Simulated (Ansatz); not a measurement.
## NaH₃O₂: a ladder of calculations

Cell of run 1: a Materials Project structure (computed, not necessarily an observed phase), taken as it stands.

Space group Pbca (No. 61); a = 6.0018, b = 11.2530, c = 6.1165 Å.

| site | Wyckoff | site symmetry | x | y | z |
| --- | --- | --- | --- | --- | --- |
| Na | 8c | 1 | 0.6996 | 0.5559 | 0.8581 |
| H9 | 8c | 1 | 0.8727 | 0.7132 | 0.5679 |
| H17 | 8c | 1 | 0.4317 | 0.8656 | 0.7166 |
| H25 | 8c | 1 | 0.6015 | 0.6300 | 0.4310 |
| O33 | 8c | 1 | 0.5561 | 0.1188 | 0.1215 |
| O34 | 8c | 1 | 0.8537 | 0.8709 | 0.0363 |

One atom of each set is listed.

All runs are DFT with Ansatz 0.2.0 (plane waves and PAW, scalar-relativistic unless spin–orbit coupling is named, Γ-centred meshes, Fermi–Dirac smearing where given) in this cell.

Run 1: PBE, atoms as given; 420 eV, 4×2×4 k-points, smearing 0.02 eV.
Run 2: r2SCAN, atoms as given; 500 eV, 4×2×4 k-points, smearing 0.02 eV.
Run 3: PBE, gradients read without the response of the cores, atoms as given; 420 eV, 4×2×4 k-points, smearing 0.02 eV.

| run | H17 V_zz (η) | O33 V_zz (η) | O34 V_zz (η) |
| --- | --- | --- | --- |
| 1 | 2.49 (0.09) | 10.32 (0.92) | 10.83 (0.03) |
| 2 | ? | ? | ? |
| 3 | 2.49 (0.09) | 10.61 (0.93) | 11.13 (0.03) |

V_zz in 10²¹ V/m²; 3 of the 6 sets of like atoms are followed.

Question: Estimate the row of run 2.

Answer: H17: 2.39 (0.09); O33: 10.61 (0.95); O34: 11.29 (0.03). It lies nearest to run 3, from whose tensors on these sites it differs by 0.17 at most (largest principal value of the difference, on O34). Taken one at a time, the functional (r2SCAN with its higher cutoff) moves the tensors on these sites by up to 0.47 (largest principal value of the change, on O34), the response of the cores by 0.31 (O34).

The lattice is static: at room temperature water may turn and average the couplings of its hydrogen. In runs 1, 3 the atoms aren't at the calculated equilibrium (largest force 0.34, 0.34 eV/Å).
